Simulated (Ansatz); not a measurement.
# InAs: the cost of one run

Program: Ansatz 0.2.0. Level of theory: DFT PBE, scalar-relativistic, plane waves, PAW. These are calculated values, not measurements.

The COD entry's cell or inner coordinates are ideal or old and differ from later refinements, so a difference from it is no clean test against experiment.

2 further runs of the same task are left out: 2 set aside as unsound or not needed.

### Step 1. Starting point

It takes space group F-43m (No. 216, cubic). The conventional cell has a = 6.188 Å, b = 6.188 Å, c = 6.188 Å, α = 90.00°, β = 90.00°, γ = 90.00°. In (site symmetry -43m) has 4 As at 2.68 Å as nearest neighbours. As (site symmetry -43m) has 4 In at 2.68 Å as nearest neighbours.

Structure file:

```cif
data_structure
_symmetry_space_group_name_H-M 'P 1'
_symmetry_Int_Tables_number 1
_cell_length_a 4.3753
_cell_length_b 4.3753
_cell_length_c 4.3753
_cell_angle_alpha 60.000
_cell_angle_beta 60.000
_cell_angle_gamma 60.000
_cell_volume 59.22
loop_
_atom_site_label
_atom_site_type_symbol
_atom_site_fract_x
_atom_site_fract_y
_atom_site_fract_z
_atom_site_occupancy
In1 In 0.00000 0.00000 0.00000 1
As1 As 0.75000 0.75000 0.75000 1
```

This cell was relaxed beforehand with the same method: volume 29.61 Å³/atom, gap on the mesh none (metal).

### Step 2. Relaxing at 2 GPa

At a set pressure the run lowers the enthalpy E + PV, so the energy alone may rise along the way.

Input file input.yaml:

```yaml
crystal:
  lattice:
    - [0.0, 3.0937808095, 3.0937808095]
    - [3.0937808095, 0.0, 3.0937808095]
    - [3.0937808095, 3.0937808095, 0.0]
  atoms:
    - { symbol: In, position: [0.0, 0.0, 0.0] }
    - { symbol: As, position: [0.75, 0.75, 0.75] }
basis:
  ecutwfc: 420
kpoints:
  mp_grid: { grid: [12, 12, 12] }
hamiltonian:
  xc: pbe
scf:
  occupations: { method: fermi_dirac, width: 0.15 }
output:
  forces: true
  stress: true
  eigenvalues: true
relax:
  adjacent_minimum: "off"
  f_tol: 0.001
  max_steps: 60
  cell: { stress_tol: 0.02, p_target: 2.0 }
```

Started as:

```console
$ ansatz run input.yaml --threads 1 --pin off --max-ram 3072MiB --backend cpu --events-out ev --progress --plain --runs-dir out
```

Q: Estimate wall time and peak memory on 1 thread of Arm Neoverse V2, shared host.

About 34 s, with a peak of 0.39 GiB.
